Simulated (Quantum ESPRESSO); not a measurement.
**Bi and the effect of the dispersion correction**

The cell as given:

```
Bi
1.0
     2.26750    1.30914    3.93800
    -2.26750    1.30914    3.93800
     0.00000   -2.61828    3.93800
Bi
2
Cartesian
  0.0000 0.0000 9.0495
  0.0000 0.0000 2.7645
```

Kept alike: task relaxation of cell and atoms; functional PBEsol; k mesh 6 × 6 × 6; occupations fermi-dirac, width 0.05 eV; no spin polarisation. Program: Quantum ESPRESSO, PseudoDojo 0.4.1 SR PBEsol standard, cutoff 898 eV. The mesh is that of the run's cell of 2 atoms. No spin-orbit coupling.

```csv
dispersion correction,volume (Å³/atom)
D3(zero),34.010
D3(BJ),33.064
D4,33.622
none,34.661
rVV10,33.091
```

The relaxations keep at least the cell's symmetry (R-3m). For a metal such a mesh leaves the last digits unconverged. Relaxations stop with a little pressure left, so the last digits of a volume or edge aren't settled.

Q: What does the dispersion correction change here?

A: The volume runs from 33.064 (D3(BJ)) to 34.661 Å³/atom (none). Against no correction: D3(zero) -1.9 %; D3(BJ) -4.6 %; D4 -3.0 %; rVV10 -4.5 %. Dispersion terms mostly attract and so lower the volume; the schemes' coefficients and damping set how far.
